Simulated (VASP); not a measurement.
# Bi under changes of volume

One of the cells (34.673 Å³/atom); the others are scaled copies at fixed shape and fractional positions:

```xyz
2
Lattice="2.2584 1.3039 3.9251 -2.2584 1.3039 3.9251 0.0000 -2.6077 3.9251" Properties=species:S:1:pos:R:3 pbc="T T T"
Bi    0.0000    0.0000    9.0080
Bi    0.0000    0.0000    2.7672
```

| Property | Result |
| --- | --- |
| Program | VASP 6.6.1 |
| Functional | PBEsol |
| Potentials or basis | VASP PAW PBE potentials, release 64 (Bi_d) |
| Cutoff | 520 eV |
| k mesh | 6 × 6 × 6 |
| Occupations | gaussian, width 0.02 eV |
| Spin | no spin polarisation |

| volume (Å³/atom) | energy over the lowest point (meV/atom) | pressure (GPa) | largest force (eV/Å) |
| --- | --- | --- | --- |
| 33.286 | 9.98 | 2.3 | 0.180 |
| 33.980 | 2.54 | 1.0 | 0.086 |
| 34.673 | 0.00 | 0.0 | 0.000 |
| 35.367 | 1.87 | -1.0 | 0.082 |
| 36.060 | ? | ? | ? |

Q: What does the run at 36.060 Å³/atom give?

A: Energy over the lowest point 7.66 meV/atom; pressure -1.8 GPa; largest force 0.157 eV/Å.

Worked out: A Birch-Murnaghan fit of order 2 (a polynomial in V^(-2/3)) to the other rows has its minimum at 34.71 Å³/atom with B0 = V·E''(V) = 51 GPa at fixed shape and positions, which overstates the stiffness. It gives 7.74 meV/atom at 36.060 Å³/atom, against the run's 7.66, and -dE/dV = -1.8 GPa, against -1.8.

Energies are extrapolated to zero smearing.

Caveats: the PAW data sets were made with another functional, which shifts forces and pressure a little.
